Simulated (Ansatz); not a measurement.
BN (rocksalt) under strain

Rocksalt BN, relaxed with r2SCAN in the plane-wave code Ansatz. The symmetry is Fm-3m (No. 225, cubic); conventional cell a = 3.492 Å, 5.32 Å³ an atom. B has 6 N at 1.75 Å; N has 6 B at 1.75 Å.

The axes x, y and z are those of this cell:
```
B N
1.0
     0.00000    1.74583    1.74583
     1.74583    0.00000    1.74583
     1.74583    1.74583    0.00000
B N
1 1
Cartesian
  0.0000 0.0000 0.0000
  1.7458 1.7458 1.7458
```

Unstrained: PBE gives an indirect gap of 1.201 eV, from Γ–K (0.45 of the way from Γ) to X; the least direct gap is 5.863 eV at L. r2SCAN gives an indirect gap of 1.340 eV, from Γ–K (0.44 of the way from Γ) to X; the least direct gap is 6.538 eV at L. The HSE06 gap is indirect, 2.182 eV (Γ–K (0.45 of the way from Γ) to X), below the direct gap of 7.253 eV at L. Meshes: PBE 12×12×12, r2SCAN 12×12×12, HSE06 8×8×8. Strains are changes of length per length. After each strain the atoms were relaxed again with r2SCAN within the symmetry that the strain leaves, so tilts or polar shifts that break it weren't tested; points keep the names that they have in the unstrained zone. (Calculated; spin-unpolarised; the phase may be known or hypothetical.)

Changes of the least gap in eV (an overlap counts as a negative gap):
```
                                                       strain  volume change (%)  space group     PBE  r2SCAN   HSE06  energy rise, r2SCAN (meV/atom)
                            isotropic +4.98 % on every length              +15.7        Fm-3m  -1.013       –  -1.164                               –
epitaxial +4.01 % in the xy plane, free normal strain -4.44 %               +3.4       I4/mmm  -1.408       –  -1.523                               –
                                     uniaxial -1.35 % along x               -1.4       I4/mmm  -0.115       –  -0.118                               –
```

Isotropic +4.98 % on every length. HSE06: the gap goes from 2.182 to 1.018 eV (-1.164 eV). Stress change with PBE, compression positive: xx -43.33, yy -43.33, zz -43.33 GPa. For HSE06, dE_g/d ln V = -8.0 eV over this step.

Epitaxial +4.01 % in the xy plane, free normal strain -4.44 %. PBE: gap 1.20 before, none (overlap 0.21) after (eV); it has closed. HSE06: the gap goes from 2.182 to 0.659 eV (-1.523 eV); the edges go from Γ–K (0.45) → X to Γ–K (0.35) → X. Stress change with PBE, compression positive: xx -13.12, yy -13.12, zz +1.56 GPa.

Uniaxial -1.35 % along x, other directions held. HSE06: the gap goes from 2.182 to 2.064 eV (-0.118 eV); the edges go from Γ–K (0.45) → X to Γ–K (0.43) → X. Stress change with PBE, compression positive: xx +7.99, yy +4.43, zz +4.43 GPa.

Where bands overlap the cell is a metal at that level, and these k meshes limit energies, forces and stress. Overlaps of a few tenths of an eV in semilocal functionals can be an artefact that a hybrid or GW lifts.

Where an edge lies off the special points, it is a point of the mesh or the k point where a search put PBE's edge or least direct gap, reused for the other functionals, whose own edges may lie a little apart.

The meshes of the hybrids are coarse, so their gaps aren't converged to the digits shown.
